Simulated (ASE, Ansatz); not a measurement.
# Electronic structure of generalised stacking fault on (110) of a KCl-RbCl solid solution (80 atoms), part 2 of 2

Wanted: forces, charges and levels of generalised stacking fault on (110) of a KCl-RbCl solid solution (80 atoms).

Ansatz 0.2.0; Kohn-Sham DFT, PBE, PAW (set soft_2), plane waves.

The cell: 13 Rb, 40 Cl and 27 K. The host structure and its lattice constant were typed by rule, without a check against the phase diagram.

So far. Step 2 (Plane-wave single point): Forces differ by site in this geometry: Cl atoms with 7 neighbours bear 0.83 eV/Å on average, against 0.23 eV/Å for those with 8. Mean Löwdin charges: Cl -0.70, K +0.76, Rb +0.80 e (they miss 0.44 % of the electrons, so they add up to more than the cell's charge).

## 3. Local order

Bonds and neighbours are counted at the geometry of the runs.

Density 3.00 g/cm³, 24.80 Å³ an atom.

g(r), total and by pair (bins of 0.2 Å):

```
r (Å)  total  Cl-Cl   Cl-K  Cl-Rb   K-K  K-Rb  Rb-Rb
 2.60   0.07   0.00   0.20   0.00  0.00  0.00   0.00
 2.80   0.20   0.00   0.39   0.41  0.00  0.00   0.00
 3.00   0.00   0.00   0.00   0.00  0.00  0.00   0.00
 3.20   7.42   0.00  14.78  15.02  0.00  0.00   0.00
 3.40   0.00   0.00   0.00   0.00  0.00  0.00   0.00
 3.60   4.05   8.05   0.00   0.00  7.90  8.50   7.60
 3.80   0.05   0.14   0.00   0.00  0.00  0.16   0.00
 4.00   0.24   0.48   0.00   0.00  0.53  0.55   0.00
 4.20   0.11   0.16   0.04   0.00  0.12  0.25   0.51
 4.40   0.21   0.26   0.20   0.16  0.46  0.00   0.00
 4.60   0.00   0.00   0.00   0.00  0.00  0.00   0.00
 4.80   0.09   0.00   0.19   0.13  0.00  0.00   0.00
 5.00   0.00   0.00   0.00   0.00  0.00  0.00   0.00
 5.20   3.96   7.94   0.00   0.00  7.66  8.21   8.02
 5.40   0.04   0.10   0.00   0.00  0.07  0.07   0.00
 5.60   0.14   0.25   0.00   0.00  0.42  0.29   0.00
 5.80   0.30   0.15   0.49   0.40  0.13  0.07   0.28
 6.00   4.81   0.00   9.27  10.33  0.00  0.00   0.00
 6.20   0.95   0.00   2.12   1.46  0.00  0.00   0.00
 6.40   1.85   3.71   0.00   0.00  3.15  4.78   1.61
 6.60   0.00   0.00   0.00   0.00  0.00  0.00   0.00
 6.80   0.29   0.02   0.57   0.40  0.14  0.10   0.00
 7.00   0.20   0.14   0.37   0.18  0.05  0.09   0.00
 7.20   0.09   0.02   0.16   0.18  0.00  0.00   0.00
 7.40   1.02   2.03   0.00   0.00  2.41  1.25   3.82
 7.60   0.20   0.31   0.08   0.05  0.45  0.23   0.33
 7.80   0.24   0.36   0.13   0.15  0.36  0.37   0.00
```

Bonds by pair of elements; cutoffs follow the first minimum of g(r), held within bounds set by covalent radii, and pairs that aren't listed don't count as bonded:

```
pair A-B  cutoff (Å)  bonds  mean length (Å)  spread (Å)  shortest (Å)  B about A  A about B
    Cl-K        3.62    210             3.17        0.08          2.69       5.25       7.78
   Cl-Rb        3.62    102             3.17       0.065          2.70       2.55       7.85
```

How many atoms have how many bonded neighbours:

```
element  mean  7   8
     Cl   7.8  8  32
      K  7.78  6  21
     Rb  7.85  2  11
```

Bond angles, per cent of each kind in bins of 5°:

```
angle (°)  Cl-K-Cl  K-Cl-Rb  K-Cl-K  Cl-Rb-Cl  Rb-Cl-Rb
    65–70      2.2      1.6     3.0       2.0       2.0
    70–75     38.9     39.0    38.4      39.7      42.4
    75–80      0.0      0.0     0.0       0.0       0.0
    80–85      0.0      0.0     0.0       0.0       0.0
    85–90      1.7      1.6     1.7       1.1       0.0
    90–95      1.7      0.8     2.2       1.1       2.0
   95–100      0.0      0.0     0.0       0.0       0.0
  100–105      0.0      0.0     0.0       0.0       0.0
  105–110     36.1     36.7    35.6      38.3      42.4
  110–115      4.2      2.4     5.4       2.9       4.0
  115–120      0.0      0.0     0.0       0.0       0.0
  120–125      0.0      0.0     0.0       0.0       0.0
  125–130      0.0      0.0     0.0       0.0       0.0
  130–135      0.0      0.0     0.0       0.0       0.0
  135–140      0.8      0.8     0.9       0.6       0.0
  140–145      0.0      0.0     0.0       0.0       0.0
  145–150      0.1      0.0     0.2       0.0       0.0
  150–155      0.7      0.4     0.9       0.6       1.0
  155–160      0.0      0.0     0.0       0.0       0.0
  160–165      0.0      0.0     0.0       0.0       0.0
  165–170      0.0      0.0     0.0       0.0       0.0
  170–175      0.0      0.0     0.0       0.0       0.0
  175–180     13.4     16.7    11.7      13.7       6.1
```

Bond angles (no mean is given where the spread exceeds 20°):

```
   angle  count  mean (°)  spread (°)
 Cl-K-Cl    714         -           -
 K-Cl-Rb    502         -           -
  K-Cl-K    463         -           -
Cl-Rb-Cl    350         -           -
Rb-Cl-Rb     99         -           -
```

Bond length by coordination (bonds to H left out):

```
element  coordination  atoms  mean bond length (Å)
     Cl             7      8                  3.11
     Cl             8     32                  3.18
      K             7      6                  3.11
      K             8     21                  3.18
     Rb             7      2                  3.11
     Rb             8     11                  3.18
```

For some of the pairs, g(r) has its first main peak near 3.67 Å (Cl-Cl), 3.18 Å (Cl-K), 3.18 Å (Cl-Rb), 3.67 Å (K-K), 3.67 Å (K-Rb) and 3.68 Å (Rb-Rb). By these cutoffs 80 % of Cl atoms have 8, 78 % of K atoms have 8 and 85 % of Rb atoms have 8 bonded neighbours.

Local excerpt of 14 atoms (numbers count through the whole input) about Cl4, which has 7 bonded neighbours where the commonest count for Cl is 8; x, y, z are measured from there.

```
atom      x      y      z  distance (Å)  bonds  Löwdin charge (e)     Fx     Fy  Fz (eV/Å)
 Cl4   0.00   0.00   0.00          0.00      7              -0.70   0.01  -0.12       1.12
 Rb1   0.29   0.02  -2.72          2.73      7               0.81   0.19  -0.03      -1.13
 K19  -1.84  -2.57  -0.03          3.16      7               0.76  -0.12  -0.05       0.87
 K13   1.84   0.00   2.58          3.17      8               0.75  -0.03   0.05      -0.01
Rb15  -1.85   0.02   2.58          3.17      8               0.80   0.03  -0.02      -0.01
 K17   1.81  -2.60  -0.01          3.17      7               0.77  -0.04   0.01       0.74
Rb11  -1.85   2.60  -0.02          3.19      7               0.80  -0.14   0.01       1.33
  K9   1.83   2.61  -0.03          3.19      7               0.76  -0.10  -0.01       0.94
Cl12   0.00   2.60   2.57          3.65      8              -0.70   0.18   0.15       0.16
Cl20   0.00  -2.59   2.58          3.65      8              -0.70   0.13  -0.12      -0.13
 Cl2   3.65   0.02  -0.02          3.65      7              -0.70  -0.26  -0.17       0.57
 Cl2  -3.68   0.02  -0.02          3.68      7              -0.70  -0.26  -0.17       0.57
Cl80  -1.52  -2.57  -2.71          4.04      7              -0.70   0.06  -0.17      -0.61
Cl76  -1.55   2.60  -2.71          4.06      7              -0.70   0.09   0.14      -1.45
```

The column of bonds counts only the pairs Cl-K within 3.62 Å, Cl-Rb within 3.62 Å; other neighbours, such as metal atoms beside each other in a compound, aren't counted, and periodic images can show an atom twice.

## 4. Summary of results

| Property | Result |
| --- | --- |
| free energy per atom | -1591.5032 eV/atom |
| density | 3 g/cm³ |
| pressure | 5.439 GPa |
| r.m.s. force component | 0.2549 eV/Å |
| gap (highest filled to lowest empty level) | 5.512 eV |
| wall time of the 1 DFT run | 41 s |

What this shows: Filled and empty levels are parted by 5.51 eV on the run's k-points; the mesh holds the band edges only if they fold onto it, so the gap at this level can be narrower or closed, while semilocal functionals tend to narrow gaps against experiment. Forces differ by site in this geometry: Cl atoms with 7 neighbours bear 0.83 eV/Å on average, against 0.23 eV/Å for those with 8. With the cutoffs above, 80 % of Cl atoms have 8, 78 % of K atoms have 8 and 85 % of Rb atoms have 8 bonded neighbours.

Caveats: The geometry was built by rule, was displaced at random and isn't relaxed at this level: its force components are 0.25 eV/Å r.m.s. The pressure of 5.4 GPa means that a free cell would grow at this level.

[Logs are printed without paths, hosts, clocks, repeated set-up lines and the standing remarks that a program may print on its own settings, such as how far it seeks lower states.]

[Hosts, paths, dates, database ids (printed as entryN), source tags and the programs' standing remarks are cut or masked in the printed files.]
